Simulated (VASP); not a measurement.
# Ce (Cmcm) in VASP: single point with r2SCAN

Aim: the single point of Ce with r2SCAN.

All numbers are computed with VASP 6.6.1; they aren't measurements. Logs are shortened: lines on timing, memory, paths and dates and some standing lists are left out, and cuts for length are marked.

### Step 1. Starting point

The structure is orthorhombic, space group Cmcm (No. 63). Conventional cell: a = 3.094 Å, b = 6.007 Å, c = 5.246 Å, α = 90.00°, β = 90.00°, γ = 90.00°. Around Ce (site symmetry m2m) lie 4 Ce at 2.91 to 3.09 Å.

This isn't the form of Ce at room conditions, which is fcc.

### Step 2. Single point, r2SCAN

Contents of POSCAR:

```
Ce
1.0
    1.5470000000      3.0035000000      0.0000000000
    1.5470000000     -3.0035000000      0.0000000000
    0.0000000000      0.0000000000     -5.2460000000
Ce
2
Direct
    0.1050000000      0.8950000000      0.7500000000
    0.8950000000      0.1050000000      0.2500000000
```

Contents of INCAR.step1:

```
PREC = Accurate
ENCUT = 520
ISMEAR = -1
SIGMA = 0.1
LREAL = False
LASPH = True
NELM = 100
NBANDS = 19
GGA = PE
ALGO = Normal
EDIFF = 1E-4
LWAVE = True
LCHARG = False
```

Contents of INCAR.step2:

```
PREC = Accurate
ENCUT = 520
EDIFF = 1E-6
ISMEAR = -1
SIGMA = 0.1
LREAL = False
LASPH = True
NELM = 100
ALGO = Normal
ISIF = 2
LWAVE = False
LCHARG = False
METAGGA = R2SCAN
LMIXTAU = True
NBANDS = 19
ISTART = 1
```

Contents of KPOINTS:

```
regular mesh
0
Gamma
  8 8 5
```

Potentials or basis: VASP PAW PBE potentials, release 64 (Ce).

Started as:

```bash
cat potpaw_PBE.64/Ce/POTCAR > POTCAR
cp INCAR.step1 INCAR
mpirun -np 1 vasp_std > vasp.out
cp INCAR.step2 INCAR
mpirun -np 1 vasp_std > vasp.out
```

OUTCAR:

```text
PREC = Accurate
   ENCUT = 520
   EDIFF = 1E-6
   ISMEAR = -1
   LREAL = False
   LASPH = True
   NELM = 100
   ISIF = 2
   METAGGA = R2SCAN
   ISTART = 1

 ion  position               nearest neighbor table
   1  0.105  0.895  0.750-   2 2.91   2 2.91
   2  0.895  0.105  0.250-   1 2.91   1 2.91

  LATTYP: Found a base centered orthorhombic cell.
 ALAT       =     3.0940000000
 B/A-ratio  =     1.9414996768
 C/A-ratio  =     1.6955397544

  Lattice vectors:

 A1 = (   1.5470000000,   3.0035000000,   0.0000000000)
 A2 = (   1.5470000000,  -3.0035000000,   0.0000000000)
 A3 = (   0.0000000000,   0.0000000000,  -5.2460000000)

Analysis of symmetry for initial positions (statically):
=====================================================================
 Subroutine PRICEL returns:
 Original cell was already a primitive cell.

 Routine SETGRP: Setting up the symmetry group for a
 base centered orthorhombic supercell.

 Subroutine GETGRP returns: Found  8 space group operations
 (whereof  4 operations were pure point group operations)
 out of a pool of  8 trial point group operations.

The static configuration has the point symmetry C_2h.
 The point group associated with its full space group is D_2h.

Analysis of symmetry for dynamics (positions and initial velocities):
=====================================================================
 Subroutine PRICEL returns:
 Original cell was already a primitive cell.

 Routine SETGRP: Setting up the symmetry group for a
 base centered orthorhombic supercell.

 Subroutine GETGRP returns: Found  8 space group operations
 (whereof  4 operations were pure point group operations)
 out of a pool of  8 trial point group operations.

The dynamic configuration has the point symmetry C_2h.
 The point group associated with its full space group is D_2h.

 Subroutine INISYM returns: Found  8 space group operations
 (whereof  4 operations are pure point group operations),
 and found     1 'primitive' translations

----------------------------------------------------------------------------------------

                                     Primitive cell

  volume of cell :      48.7502

  direct lattice vectors                    reciprocal lattice vectors
     1.547000000  3.003500000  0.000000000     0.323206206  0.166472449  0.000000000
     1.547000000 -3.003500000  0.000000000     0.323206206 -0.166472449  0.000000000
     0.000000000  0.000000000 -5.246000000     0.000000000  0.000000000 -0.190621426

  length of vectors
     3.378493932  3.378493932  5.246000000     0.363559249  0.363559249  0.190621426

  position of ions in fractional coordinates (direct lattice)
     0.105000000  0.895000000  0.750000000
     0.895000000  0.105000000  0.250000000

  ion indices of the primitive-cell ions
   primitive index   ion index
                 1           1
                 2           2

----------------------------------------------------------------------------------------

 KPOINTS: regular mesh

Automatic generation of k-mesh.
 Grid dimensions read from file:
 generate k-points for:    8    8    5

 Generating k-lattice:

  Cartesian coordinates                     Fractional coordinates (reciprocal lattice)
     0.040400776  0.020809056  0.000000000     0.125000000  0.000000000  0.000000000
     0.040400776 -0.020809056  0.000000000     0.000000000  0.125000000  0.000000000
     0.000000000  0.000000000 -0.038124285     0.000000000  0.000000000  0.200000000

  Length of vectors
     0.045444906  0.045444906  0.038124285

  Shift w.r.t. Gamma in fractional coordinates (k-lattice)
     0.000000000  0.000000000  0.000000000

 Subroutine IBZKPT returns following result:
 ===========================================

 Found     63 irreducible k-points:

 Following reciprocal coordinates:
            Coordinates               Weight
  0.000000  0.000000  0.000000      1.000000
  0.125000  0.000000  0.000000      4.000000
  0.250000  0.000000  0.000000      4.000000
  0.375000  0.000000  0.000000      4.000000
  0.500000  0.000000  0.000000      2.000000
  0.125000  0.125000  0.000000      2.000000
[... 16 lines left out ...]
  0.125000  0.000000  0.200000      8.000000
  0.250000  0.000000  0.200000      8.000000
 [... further k-points ...]
   k-points           NKPTS =     63   k-points in BZ     NKDIM =     63   number of bands    NBANDS=     19
   number of dos      NEDOS =    301   number of ions     NIONS =      2
   total plane-waves  NPLWV =  31360
   dimension x,y,z NGX =    28 NGY =   28 NGZ =   40
   dimension x,y,z NGXF=    56 NGYF=   56 NGZF=   80
   ions per type =               2
   NGX,Y,Z   is equivalent  to a cutoff of  13.78, 13.78, 12.68 a.u.
   NGXF,Y,Z  is equivalent  to a cutoff of  27.56, 27.56, 25.35 a.u.
 SYSTEM =  unknown system
   PREC   = accura    normal or accurate (medium, high low for compatibility)
   ISTART =      1    job   : 0-new  1-cont  2-samecut
   ICHARG =      0    charge: 1-file 2-atom 10-const
   ISPIN  =      1    spin polarized calculation?
   LNONCOLLINEAR =      F non collinear calculations
   LSORBIT =      F    spin-orbit coupling
   LASPH  =      T    aspherical Exc in radial PAW
   ENCUT  =  520.0 eV  38.22 Ry    6.18 a.u.   6.28  6.28  9.75*2*pi/ulx,y,z
   NELM   =    100;   NELMIN=  2; NELMDL=  0     # of ELM steps
   EDIFF  = 0.1E-05   stopping-criterion for ELM
   LREAL  =      F    real-space projection
[... 7 lines left out ...]
   TEBEG  =    0.0;   TEEND  =   0.0 temperature during run
   PSTRESS=    0.0 pullay stress
   NELECT =      24.0000    total number of electrons
   NUPDOWN=      -1.0000    fix difference up-down
   EMIN   =  10.00;   EMAX   =-10.00  energy-range for DOS
   EFERMI =   0.00;   METHOD = LEGACY
   ISMEAR =    -1;   SIGMA  =   0.10  broadening in eV -4-tet -1-fermi 0-gaus
   EFERMI_NEDOS =   21; number of points for ismear=-14 and -15
   IALGO  =     38    algorithm
   IMIX   =      4    mixing-type and parameters
     AMIX     =   0.40;   BMIX     =  1.00
     AMIX_MAG =   1.60;   BMIX_MAG =  1.00
  volume/ion in A,a.u.               =      24.38       164.49
  Fermi-wavevector in a.u.,A,eV,Ry     =   1.292667  2.442786 22.735155  1.670987
  Thomas-Fermi vector in A             =   2.424360
   LORBIT       =      0    0 simple, 1 ext, 2 COOP (PROOUT), +10 PAW based schemes
   METAGGA = R2SCAN    functional components
   LHFCALC =     F    Hartree Fock is set to
   AEXX    =    0.0000 exact exchange contribution
   IVDW    =     0    specifies the selected vdW correction
   LEPSILON=     F    determine dielectric tensor
   LRPA    =     F    only Hartree local field effects (RPA)
 non-spin polarized calculation
  energy-cutoff  :      520.00
  volume of cell :       48.75
 maximum number of plane-waves:      1328
 NGX is ok and might be reduce to    28
   NGX = 13   NGY = 13   NGZ = 19

 number of electron      23.9999999 magnetization

 Free energy of the ion-electron system (eV)
  ---------------------------------------------------
  ext. energy  EPLUGINS =         0.00000000
  ---------------------------------------------------
  free energy    TOTEN  =       -61.65314810 eV

  energy without entropy =      -61.49172945  energy(sigma->0) =      -61.57243878

 E-fermi :  10.3354     XC(G=0): -12.5899

 val. band max:       10.3294963863   @ k =  -0.1250   0.1250   0.4000
 cond. band min:      10.3364899628   @ k =   0.0000   0.0000   0.2000
 fundamental gap:      0.0069935765
 Fermi energy:        10.3354086745

 k-point     1 :       0.0000    0.0000    0.0000
  band No.  band energies     occupation
      1     -25.9079      2.00000
      2     -24.9691      2.00000
      3     -10.0053      2.00000
      4      -6.9130      2.00000
      5      -6.2207      2.00000
      6      -6.1602      2.00000
[... 11 lines left out ...]
     18      11.2537      0.00021
     19      11.3723      0.00006

 k-point     2 :       0.1250    0.0000    0.0000
  band No.  band energies     occupation
      1     -25.8160      2.00000
      2     -24.9040      2.00000
      3      -9.8745      2.00000
      4      -7.0759      2.00000
      5      -6.7198      2.00000
      6      -6.4030      2.00000
[... 11 lines left out ...]
     18      11.2898      0.00014
     19      11.3625      0.00007

 k-point     3 :       0.2500    0.0000    0.0000
  band No.  band energies     occupation
      1     -25.5816      2.00000
      2     -24.7438      2.00000
      3      -9.5329      2.00000
      4      -8.1171      2.00000
      5      -7.4637      2.00000
      6      -7.0534      2.00000
[... 11 lines left out ...]
     18      11.2589      0.00020
     19      11.4221      0.00004

 k-point     4 :       0.3750    0.0000    0.0000
  band No.  band energies     occupation
      1     -25.3270      2.00000
      2     -24.5811      2.00000
      3      -9.1999      2.00000
      4      -9.1426      2.00000
      5      -8.3474      2.00000
      6      -7.2767      2.00000
[... 11 lines left out ...]
     18      11.3297      0.00010
     19      11.3558      0.00007

 k-point     5 :       0.5000    0.0000    0.0000
  band No.  band energies     occupation
      1     -25.2142      2.00000
      2     -24.5139      2.00000
      3      -9.6193      2.00000
      4      -8.9610      2.00000
      5      -8.7016      2.00000
      6      -7.3519      2.00000
[... 11 lines left out ...]
     18      11.3585      0.00007
     19      11.3680      0.00007
[... 334 lines left out ...]
      2     -24.8596      2.00000
      3      -8.9186      2.00000
      4      -8.8123      2.00000
      5      -8.7862      2.00000
      6      -6.7914      2.00000
[... 11 lines left out ...]
     18      11.3793      0.00006
     19      11.4096      0.00004

 k-point    22 :       0.0000    0.0000    0.2000
  band No.  band energies     occupation
      1     -25.8275      2.00000
      2     -25.0694      2.00000
      3      -9.6712      2.00000
      4      -6.9699      2.00000
      5      -6.2630      2.00000
      6      -6.1357      2.00000
[... 11 lines left out ...]
     18      11.1999      0.00035
     19      11.3418      0.00009

 k-point    23 :       0.1250    0.0000    0.2000
  band No.  band energies     occupation
      1     -25.7375      2.00000
      2     -25.0011      2.00000
      3      -9.5615      2.00000
      4      -7.0837      2.00000
      5      -6.7854      2.00000
      6      -6.4102      2.00000
[... 11 lines left out ...]
     18      11.2161      0.00030
     19      11.3747      0.00006

 k-point    24 :       0.2500    0.0000    0.2000
  band No.  band energies     occupation
      1     -25.5087      2.00000
      2     -24.8320      2.00000
      3      -9.3026      2.00000
      4      -8.0043      2.00000
      5      -7.5888      2.00000
      6      -7.0967      2.00000
[... 11 lines left out ...]
     18      11.2887      0.00014
     19      11.3790      0.00006

 [... further k-points ...]
[... 5 lines left out ...]
  --------------------------------------------------------------------------------------
  -------------------------------------------------------------------------------------
  Total        0.6374238      0.5436088      0.4290558      0.0000000      0.0000000      0.0000000
  in kB       20.9489667     17.8657317     14.1009422      0.0000000      0.0000000      0.0000000
  external PRESSURE =      17.6385469 kB  Pullay stress =       0.0000000 kB

 VOLUME and BASIS-vectors are now :
 -----------------------------------------------------------------------------
  energy-cutoff  :      520.00
  volume of cell :       48.75
      direct lattice vectors                 reciprocal lattice vectors
     1.547000000  3.003500000  0.000000000     0.323206206  0.166472449  0.000000000
     1.547000000 -3.003500000  0.000000000     0.323206206 -0.166472449  0.000000000
     0.000000000  0.000000000 -5.246000000     0.000000000  0.000000000 -0.190621426

 POSITION                                       TOTAL-FORCE (eV/Angst)
 -----------------------------------------------------------------------------------
      1.54700     -2.37277     -3.93450         0.000000     -0.265856     -0.000000
      1.54700      2.37277     -1.31150         0.000000      0.265856      0.000000
 -----------------------------------------------------------------------------------
    total drift:                               -0.000000      0.000000      0.000000

  FREE ENERGIE OF THE ION-ELECTRON SYSTEM (eV)
  ---------------------------------------------------
  free  energy   TOTEN  =       -61.6531481017 eV

  energy  without entropy=      -61.4917294532  energy(sigma->0) =      -61.57243878
```

It took 4.3 min on 1 thread of AMD EPYC 7R13 (Zen 3), shared host; peak memory 0.19 GiB.

What came out:

```
Free energy            : -61.6531 eV
Pressure               : 1.8 GPa
Largest force          : 0.266 eV/Å
Band gap on the k mesh : none (metal or under the smearing width)
```

Forces in eV/Å, atoms in the order of the input:
```
Ce   0.000 -0.266  0.000
Ce   0.000  0.266  0.000
```

Caveat: the PAW data sets were made with another functional, which shifts forces and pressure a little. Spin-orbit coupling is left out, which matters for the levels of Ce.
